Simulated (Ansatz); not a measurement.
# Formation energy of IrO2

Level of theory: DFT, PBE, scalar-relativistic, collinear spin; plane waves to 420 eV with PAW datasets (Ansatz 0.2.0), 6×6×10 k-mesh, Gaussian smearing of 0.05 eV. The datasets are Ansatz's generated set soft_2.

The chain of runs began from a cell as deposited in COD, expanded in volume.

The structure is tetragonal, space group P4_2/mnm (No. 136). Conventional cell: a = 4.530 Å, b = 4.530 Å, c = 3.179 Å, α = 90.00°, β = 90.00°, γ = 90.00°. Around Ir (site symmetry mmm) lie 6 O at 1.97 to 2.01 Å. Around O (site symmetry m2m) lie 3 Ir at 1.97 to 2.01 Å. (Shells end 15 % past the nearest neighbour.)

The elements were computed in their standard states (gases as isolated molecules) with the same datasets, cutoff and functional. Absolute energies hang on the potentials; compare differences alone.

Energy of the relaxed cell (6 atoms, smearing extrapolated to zero): -26135.254 eV. Elements, in eV/atom: Ir -11935.311, O -564.968.

Question: What is the formation energy?

Answer: [-26135.254 − (2 × -11935.311 + 4 × -564.968)] / 6 = -0.79 eV/atom, or -77 kJ per mole of atoms.

The value is for 0 K, without zero-point energy and without any correction for the binding of gas molecules. Uncorrected semilocal values for oxides, chalcogenides and halides often miss by tenths of an eV an atom. A negative value shows stability against the elements alone, not against other compounds or structures.

These numbers lack spin–orbit coupling.
